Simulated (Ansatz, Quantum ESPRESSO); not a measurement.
# Nb: changing the pressure

The cell as given:

```xyz
1
Lattice="-1.6640 1.6640 1.6640 1.6640 -1.6640 1.6640 1.6640 1.6640 -1.6640" Properties=species:S:1:pos:R:3 pbc="T T T"
Nb    0.0000    0.0000    0.0000
```

Kept alike: task relaxation of cell and atoms; functional PBEsol; k mesh 11 × 11 × 11; occupations fermi-dirac, width 0.05 eV; no spin polarisation. Program: Ansatz, Ansatz PAW, cutoff 420 eV. The mesh is that of the run's cell of 1 atom. No spin-orbit coupling.

```csv
"pressure, P (GPa)",volume (Å³/atom)
0,17.587
2,17.403
5,17.126
10,16.711
20,15.974
```

The relaxations keep at least the cell's symmetry (Im-3m). For a metal such a mesh leaves the last digits unconverged. Runs of this series that gave no sound value for these columns are left out. The runs follow the start's structure, whether or not it is the stable one at these pressures. P is the pressure aimed at, which the runs meet within some hundredths to tenths of a GPa. All rows use potentials made for PBE.

The volume falls from 17.587 to 15.974 Å³/atom between 0 and 20 GPa. The volume falls ever more slowly, since the solid stiffens under load. At the pressures aimed at, which the runs meet within some tenths of a GPa, the step from 0 to 5 GPa gives a mean bulk modulus near 188 GPa, the last step 222 GPa. A twin series (Quantum ESPRESSO, SSSP 1.3 efficiency PBE) moves it by -1.6069 between 0 and 20, against -1.6130 Å³/atom here.
